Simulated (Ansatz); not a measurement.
LiF, CsCl type, relaxed with r2SCAN: 9 runs in Ansatz 0.2.0, each a construction of maximally localised Wannier functions. It is cubic, Pm-3m (No. 221); a = 2.516 Å in the conventional setting, 7.97 Å³ an atom. Li has 8 F at 2.18 Å; F has 8 Li at 2.18 Å. These are computed values for a spin-unpolarised cell that may be hypothetical; none is a measurement.

```
CELL_PARAMETERS angstrom
2.51626 0.00000 0.00000
0.00000 2.51626 0.00000
0.00000 0.00000 2.51626
ATOMIC_POSITIONS crystal
Li 0.00000 0.00000 0.00000
F 0.50000 0.50000 0.50000
```

Windows count from the top of the filled bands; a dash means that no such window was set (without an outer window there is no disentanglement). Rows marked drawn have settings drawn at random (some not listed).

```json
{"functional": "PBE", "SCF mesh": "8×8×8", "trial orbitals": "F s, F p", "functions": "4", "mesh": "6×6×6", "window (eV)": "–", "frozen (eV)": "–", "settings": "chosen", "Ω total (Å²)": "1.80", "Ω invariant (Å²)": "1.47", "largest spread (Å²)": "0.45", "least projectability": "0.98", "interpolation miss of the model's filled bands (eV, to the nearest computed level)": "0.006"}
{"functional": "PBE", "SCF mesh": "8×8×8", "trial orbitals": "F s, F p", "functions": "4", "mesh": "4×4×4", "window (eV)": "–", "frozen (eV)": "–", "settings": "chosen", "Ω total (Å²)": "1.74", "Ω invariant (Å²)": "1.41", "largest spread (Å²)": "0.44", "least projectability": "0.98", "interpolation miss of the model's filled bands (eV, to the nearest computed level)": "0.046"}
{"functional": "r2SCAN", "SCF mesh": "8×8×8", "trial orbitals": "F s, F p", "functions": "4", "mesh": "6×6×6", "window (eV)": "–", "frozen (eV)": "–", "settings": "chosen", "Ω total (Å²)": "1.75", "Ω invariant (Å²)": "1.43", "largest spread (Å²)": "0.44", "least projectability": "0.98", "interpolation miss of the model's filled bands (eV, to the nearest computed level)": "0.005"}
{"functional": "HSE06", "SCF mesh": "6×6×6", "trial orbitals": "F s, F p", "functions": "4", "mesh": "6×6×6", "window (eV)": "–", "frozen (eV)": "–", "settings": "chosen", "Ω total (Å²)": "1.74", "Ω invariant (Å²)": "1.42", "largest spread (Å²)": "0.44", "least projectability": "0.98", "interpolation miss of the model's filled bands (eV, to the nearest computed level)": "–"}
{"functional": "HSE06", "SCF mesh": "6×6×6", "trial orbitals": "F p", "functions": "3", "mesh": "6×6×6", "window (eV)": "–", "frozen (eV)": "–", "settings": "chosen", "Ω total (Å²)": "1.70", "Ω invariant (Å²)": "1.69", "largest spread (Å²)": "0.57", "least projectability": "0.97", "interpolation miss of the model's filled bands (eV, to the nearest computed level)": "–"}
{"functional": "PBE", "SCF mesh": "8×8×8", "trial orbitals": "F p (loose tolerance)", "functions": "3", "mesh": "6×6×6", "window (eV)": "–", "frozen (eV)": "–", "settings": "drawn", "Ω total (Å²)": "1.75", "Ω invariant (Å²)": "1.74", "largest spread (Å²)": "0.58", "least projectability": "0.96", "interpolation miss of the model's filled bands (eV, to the nearest computed level)": "0.006"}
```

Q: Estimate from these rows what the further settings give.

| functional | SCF mesh | trial orbitals | functions | mesh | window (eV) | frozen (eV) | settings |
| --- | --- | --- | --- | --- | --- | --- | --- |
| PBE | 8×8×8 | F s, F p | 4 | 10×10×10 | – | – | chosen |
| PBE | 8×8×8 | F p | 3 | 6×6×6 | – | – | chosen |
| r2SCAN | 8×8×8 | F p | 3 | 6×6×6 | – | – | chosen |

A:
```json
{"functional": "PBE", "SCF mesh": "8×8×8", "trial orbitals": "F s, F p", "functions": "4", "mesh": "10×10×10", "window (eV)": "–", "frozen (eV)": "–", "settings": "chosen", "Ω total (Å²)": "1.83", "Ω invariant (Å²)": "1.49", "largest spread (Å²)": "0.46", "least projectability": "0.98", "interpolation miss of the model's filled bands (eV, to the nearest computed level)": "0.001"}
{"functional": "PBE", "SCF mesh": "8×8×8", "trial orbitals": "F p", "functions": "3", "mesh": "6×6×6", "window (eV)": "–", "frozen (eV)": "–", "settings": "chosen", "Ω total (Å²)": "1.75", "Ω invariant (Å²)": "1.74", "largest spread (Å²)": "0.58", "least projectability": "0.96", "interpolation miss of the model's filled bands (eV, to the nearest computed level)": "0.006"}
{"functional": "r2SCAN", "SCF mesh": "8×8×8", "trial orbitals": "F p", "functions": "3", "mesh": "6×6×6", "window (eV)": "–", "frozen (eV)": "–", "settings": "chosen", "Ω total (Å²)": "1.71", "Ω invariant (Å²)": "1.70", "largest spread (Å²)": "0.57", "least projectability": "0.96", "interpolation miss of the model's filled bands (eV, to the nearest computed level)": "0.005"}
```

For F s, F p with PBE the spread goes 1.74 Å² (4×4×4), 1.80 Å² (6×6×6), 1.83 Å² (10×10×10): finite differences on a coarse mesh understate it.
